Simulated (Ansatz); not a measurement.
## hcp against fcc along group 11 and 12

These are results of Ansatz 0.2.0, DFT, LDA (PW92), plane waves (420 eV) with PAW, scalar-relativistic, not measurements. The PAW files were generated under PBE, with cores re-solved for the functional.

Each structure is relaxed within its symmetry, in the lowest magnetic state of the tried starts. Differences under about 8 meV lie within the error of the k-point mesh.

```
element  E(hcp) − E(fcc) (meV/atom)  V(hcp) (Å³/atom)  V(fcc) (Å³/atom)       state of hcp       state of fcc
     Cu                           8             10.90             10.88  spin not included  spin not included
     Ag                          10             16.06             15.99  spin not included  spin not included
     Au                           5             16.58             16.56  spin not included  spin not included
     Zn                           ?                 ?                 ?                  ?                  ?
     Cd                         -16             20.28             19.96  spin not included  spin not included
     Hg                           8             22.19             22.03  spin not included  spin not included
```

Question: Fill in the row of Zn.

Answer: E(hcp) − E(fcc) (meV/atom): -29; V(hcp) (Å³/atom): 13.56; V(fcc) (Å³/atom): 13.56; state of hcp: spin not included; state of fcc: spin not included.
